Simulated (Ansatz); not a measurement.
# ZnS (F-43m) under pressure

```
CELL_PARAMETERS angstrom
2.64847 2.64847 0.00000
-2.64847 2.64847 0.00000
0.00000 2.64847 2.64847
ATOMIC_POSITIONS crystal
Zn 0.75000 0.25000 0.50000
S 0.00000 0.00000 0.00000
```

This is the zero-pressure cell under LDA. Cell and atoms are relaxed by PAW (default files of Ansatz 0.2.0, cutoff 420 eV, stress met within about 0.05 GPa) at each pressure, in this structure whether or not another phase would take over; P is the pressure reached, less that of this cell (which was relaxed on a denser, smeared mesh). Levels come from LDA, all-electron LAPW in Ansatz 0.2.0, scalar-relativistic; k mesh 8×8×8, fixed occupations, basis error target 0.5 meV/atom. Conduction levels are in eV over the valence top (at Γ), at fixed fractional wave vectors. Zone-centre phonons come from finite displacements by PAW, without the LO-TO term.

```
P (GPa)    V/V₀      Γ      X      L  T2 TO (cm⁻¹)
  -1.95  1.0241  2.020  3.107  3.159         279.1
   0.00  1.0000  2.127  3.052  3.204         291.0
   2.04       ?      ?      ?      ?             ?
   4.01  0.9587  2.319  2.949  3.280         312.6
   7.01  0.9329  2.446  2.880  3.328         327.1
   9.98  0.9106  2.559  2.816  3.368         340.2
  15.01  0.8781  2.732  2.716  3.426         360.5
```

**Question.** Fit the third-order Birch-Murnaghan equation to the rows shown.

**Answer.** With f = [(V₀/V)^(2/3) − 1]/2, the normalised pressure F = P/[3f(1 + 2f)^(5/2)] is 85.9 GPa at f = -0.0079, 87.3 GPa at f = 0.0143, 87.8 GPa at f = 0.0237, 88.3 GPa at f = 0.0322, 89.0 GPa at f = 0.0453. The line F = B₀[1 + (3/2)(B′ − 4)f] gives B₀ = 86.4 GPa and B′ = 4.4.

**Question.** What are the volume deformation potentials and pressure coefficients of these levels at zero pressure?

**Answer.** 

```csv
level,dE/dlnV (eV),dE/dP = −(dE/dlnV)/B₀ (meV/GPa),mean slope up to 4.0 GPa (meV/GPa)
Γ,-4.52,52.3,48.1
X,2.36,-27.3,-25.6
L,-1.86,21.6,19.1
```

dE/dlnV is the slope of a cubic fit in ln V at V₀. The last column is read from two rows and shows how the slope bends with pressure.

**Question.** What mode Grüneisen parameters follow?

**Answer.** γ = −d ln ω/d ln V at V₀ from a quadratic fit in ln V: T2 1.73.

**Question.** Fill the row at 2.04 GPa.

**Answer.** The fits give V/V₀ = 0.9778 and Γ = 2.229 eV. Computed: V/V₀ = 0.9778, Γ = 2.229, X = 2.998, L = 3.245, T2 TO (cm⁻¹) = 302.4.

**Question.** Where does the lowest conduction level change its place?

**Answer.** From Γ to X near 14.7 GPa, by linear interpolation between the computed rows. Errors in the spacing of the valleys shift these pressures.

Caveats: no other phase was computed; many crystals of this kind change structure within this range, and rows or crossings beyond such a change describe a metastable lattice; the frozen-core PAW files of the relaxations were fitted under PBE, their cores solved anew for this functional; semilocal gaps are low, and the spacing of valleys can be off by tenths of an eV; levels are read at fixed fractional k, so an edge that moves off these points is missed.
